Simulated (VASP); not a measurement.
Input of a VASP 6.6.1 run:

File INCAR:

```
SYSTEM = Ag
AGGAC    = 0.0          
ALGO     = Normal         ! electronic algorithm
EDIFF    = 1E-6           ! SCF threshold, eV
EDIFFG   = -0.02          ! ionic threshold
ENCUT    = 600            ! plane-wave cutoff, eV
GGA      = ML             ! functional
IBRION   = 2              ! ionic algorithm
ISIF     = 3              ! what is computed and relaxed
ISMEAR   = -1             ! smearing method
LASPH    = .True.         ! aspherical terms in the spheres
LCHARG   = .False.        ! write CHGCAR
LREAL    = .False.        ! projectors in reciprocal space
LUSE_VDW = .True.       
LWAVE    = .False.        ! write WAVECAR
NELM     = 60             ! most SCF steps
NSW      = 60             ! ionic steps
PREC     = Accurate       ! precision mode
SIGMA    = 0.05           ! smearing width, eV
ZAB_VDW  = -1.8867
```

Contents of KPOINTS:

```
k-points
0
Gamma
  11 11 11
  0 0 0
```

File POSCAR:

```
Ag
1.0
    0.0000000000      2.0427500000      2.0427500000
    2.0427500000      0.0000000000      2.0427500000
    2.0427500000      2.0427500000      0.0000000000
Ag
1
Direct
    0.0000000000      0.0000000000      0.0000000000
```

Potentials or basis: VASP PAW PBE potentials, release 64 (Ag).

The run is started by

```sh
$ cat potpaw_PBE.64/Ag/POTCAR > POTCAR
$ mpirun -np 1 vasp_std > vasp.out
```

(1) Estimate the relaxed cell.

(2) Predict the relaxed volume.

(3) Estimate the space group after relaxing (to 0.05 Å).

(4) What does it give for the band gap on the k mesh?

## Answers

(1) a = 3.047 Å, b = 3.047 Å, c = 3.047 Å, α = 60.00°, β = 60.00°, γ = 60.00°.

(2) 20.00 Å³/atom.

(3) Fm-3m (No. 225).

(4) none (metal or under the smearing width).

Caveat: the volume moved by over 15 % at a fixed basis, so the end points are rough; the PAW data sets were made with another functional, which shifts forces and pressure a little; the volume moved by +17 % from the deposited cell, more than functionals usually miss.
